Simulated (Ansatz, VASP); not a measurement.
SrO in VASP and in Ansatz

```xyz
2
Lattice="0.0165 2.7923 2.7923 2.7923 0.0165 2.7923 2.8088 2.8088 0.0000" Properties=species:S:1:pos:R:3 pbc="T T T"
Sr    0.0000    0.0000    0.0059
O     1.4044    1.4044    1.3902
```

Change from the starting cell: shear_xy strain +1.2%.

Alike in both runs: task single point; functional r2SCAN; k mesh 8 × 8 × 8; no spin polarisation.

```csv
,VASP,Ansatz
version,VASP 6.6.1,Ansatz 0.2.0
potentials or method,"VASP PAW PBE potentials, release 64 (Sr_sv, O)","plane waves, PAW"
plane-wave cutoff (eV),520,500
occupations,"gaussian, width 0.01 eV",fixed
valence electrons in the cell,16,16
```

```tsv
	VASP	Ansatz	Ansatz less VASP
gap on the k mesh at the Fermi level (eV)	2.90	2.89	-0.014
pressure (GPa)	0.5	0.0	-0.47
largest component of the traceless stress (GPa)	0.31	0.31	-0.003
```

Caveats: the PAW data sets were made with another functional, which shifts forces and pressure a little (VASP). A k mesh can miss the band edges.
